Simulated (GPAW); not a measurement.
The system is SnSe2.

```xyz
3
Lattice="3.8110 0.0000 0.0000 -1.9055 3.3004 0.0000 0.0000 0.0000 6.1360" Properties=species:S:1:pos:R:3 pbc="T T T"
Sn    0.0000    0.0000    0.0000
Se    1.9055    1.1001    4.6081
Se    0.0000    2.2003    1.5279
```

Base run:

```yaml
Program: GPAW 26.7.0
Functional: PBE
Potentials_or_basis: GPAW PAW data sets (gpaw-data 1.2.1)
Cutoff: 450 eV
Basis: pw
k_mesh: 7 × 7 × 4
Occupations: fermi-dirac, width 0.05 eV
Spin: no spin polarisation
```

Its results: band gap on the k mesh 0.82 eV, indirect (least direct gap 1.11 eV); largest force 0.761 eV/Å.

The run is repeated on the same cell with these changes: functional from PBE to HSE06; k mesh from 7 × 7 × 4 to 3 × 3 × 2. What comes out?

Band gap on the k mesh 1.88 eV, direct; largest force 0.285 eV/Å.

Several settings changed at once, so the effect can't be laid on one alone.

Caveats: some runs use coarse meshes; spin-orbit coupling is left out, which moves the levels of the heavy elements; an odd mesh through Γ misses points on the zone boundary, where band edges often lie; the cutoff is short for stress and forces, so pressures can be off by a GPa or more (some runs); exact exchange converges slowly with the k mesh, and this mesh is small (some runs); the PAW data sets were made with another functional, which shifts forces and pressure a little (some runs).
